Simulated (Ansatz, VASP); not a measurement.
## HfN in VASP and in Ansatz

POSCAR

```
HfN
1.0
    0.0113119377      2.2623875418      2.2623875418
    2.2736994795      0.0000000000      2.2736994795
    2.2623875418      2.2623875418      0.0113119377
Hf N
1 1
Direct
    0.5000000000      0.5000000000      0.5000000000
    0.0000000000      0.0000000000      0.0000000000
```

File INCAR.step1:

```
SYSTEM = HfN
  PREC = Accurate
  ENCUT = 520
  ISMEAR = 0
  SIGMA = 0.05
  LREAL = .False.
  LASPH = .True.
  NELM = 100
  NBANDS = 14
  GGA = PE
  ALGO = Normal
  EDIFF = 1E-4
  LWAVE = .True.
  LCHARG = .False.
```

The input INCAR.step2:

```
SYSTEM = HfN
  PREC = Accurate
  ENCUT = 520
  EDIFF = 1E-6
  ISMEAR = 0
  SIGMA = 0.05
  LREAL = .False.
  LASPH = .True.
  NELM = 100
  ALGO = Normal
  ISIF = 2
  LWAVE = .False.
  LCHARG = .False.
  METAGGA = R2SCAN
  LMIXTAU = .True.
  NBANDS = 14
  ISTART = 1
```

The input KPOINTS:

```
regular mesh
0
Gamma
  12 12 12
  0 0 0
```

Input for Ansatz:

```yaml
crystal:
  lattice:
    - [0.0113119377, 2.2623875418, 2.2623875418]
    - [2.2736994795, 0.0, 2.2736994795]
    - [2.2623875418, 2.2623875418, 0.0113119377]
  atoms:
    - { symbol: Hf, position: [0.5, 0.5, 0.5] }
    - { symbol: "N", position: [0.0, 0.0, 0.0] }
basis:
  ecutwfc: 500
  ecutrho_ratio: 4
kpoints:
  mp_grid: { grid: [12, 12, 12] }
hamiltonian:
  xc: r2scan
scf:
  occupations: { method: gaussian, width: 0.05 }
output:
  forces: true
  stress: true
  eigenvalues: true
```

Change from the starting cell: strain e5 = +0.01, atoms carried along.

Alike in both runs: task single point; functional r2SCAN; k mesh 12 × 12 × 12; occupations gaussian, width 0.05 eV; no spin polarisation.

|  | VASP | Ansatz |
| --- | --- | --- |
| version | VASP 6.6.1 | Ansatz 0.2.0 |
| potentials or method | VASP PAW PBE potentials, release 64 (Hf_pv, N) | scalar-relativistic, plane waves, PAW |
| plane-wave cutoff (eV) | 520 | 500 |
| valence electrons in the cell | 15 | 31 |

```csv
,VASP,Ansatz,Ansatz less VASP
gap on the k mesh at the Fermi level (eV),none,none,-
pressure (GPa),-2.6,0.0,+2.66
largest component of the traceless stress (GPa),1.45,1.47,+0.022
```

A gap of «none» marks a metal or a gap that the smearing closes. With one functional, cell and mesh, what is left measures potentials, basis and numerics. The two sets of potentials don't hold the same shells in valence.

Caveats: the PAW data sets were made with another functional, which shifts forces and pressure a little (VASP). The runs have no spin-orbit coupling, so splittings on Hf are missing.
